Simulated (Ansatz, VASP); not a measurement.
Given: the input of a run of Ansatz 0.2.0 on HgTe.

Contents of input.yaml:

```yaml
crystal:
  lattice:
    - [0.0, 3.1150838257, 3.1150838257]
    - [3.1150838257, 0.0, 3.1150838257]
    - [3.1150838257, 3.1150838257, 0.0]
  atoms:
    - { symbol: Hg, position: [0.0, 0.0, 0.0] }
    - { symbol: Te, position: [0.5, 0.5, 0.5] }
hamiltonian:
  xc: pbe
  pseudopotentials: { kind: paw }
kpoints:
  mp_grid: { grid: [7, 7, 7] }
scf:
  occupations: { method: fermi_dirac, width: 0.05 }
output:
  forces: true
  stress: true
  eigenvalues: true
```

Potentials or basis: Ansatz PAW.

The run is started by

```sh
$ ansatz run input.yaml --threads 1 --pin off --max-ram 3584MiB --backend cpu --events-out ev --progress --plain --runs-dir out
```

Q: Translate it to VASP 6.6.1. Potentials there: VASP PAW PBE potentials, release 64 (Hg, Te).

A: As run (the cutoff follows the program's own potentials):

INCAR

```
SYSTEM = HgTe
ALGO = Normal ; EDIFF = 1E-7
ENCUT = 520 ; GGA = PE
ISIF = 2 ; ISMEAR = -1
LASPH = .True. ; LCHARG = .False.
LREAL = .False. ; LWAVE = .False.
NBANDS = 16 ; NELM = 80
PREC = Accurate ; SIGMA = 0.05
```

Contents of KPOINTS:

```
k-points
0
Gamma
  7 7 7
  0 0 0
```

POSCAR

```
HgTe
1.0
    0.0000000000      3.1150838257      3.1150838257
    3.1150838257      0.0000000000      3.1150838257
    3.1150838257      3.1150838257      0.0000000000
Hg Te
1 1
Direct
    0.0000000000      0.0000000000      0.0000000000
    0.5000000000      0.5000000000      0.5000000000
```

Potentials or basis: VASP PAW PBE potentials, release 64 (Hg, Te).

Command:

```console
$ cat potpaw_PBE.64/Hg/POTCAR potpaw_PBE.64/Te/POTCAR > POTCAR
$ mpirun -np 1 vasp_std > vasp.out
```

Both were run:

|  | VASP | Ansatz | Ansatz less VASP |
| --- | --- | --- | --- |
| gap on the k mesh at the Fermi level (eV) | none | none | - |
| pressure (GPa) | -1.8 | -1.9 | -0.08 |

A gap of «none» marks a metal or a gap that the smearing closes. The functional is the same, so the differences come from potentials, cutoffs and numerics. The two sets of potentials don't hold the same shells in valence.

The runs have no spin-orbit coupling, so splittings on Hg, Te are missing.
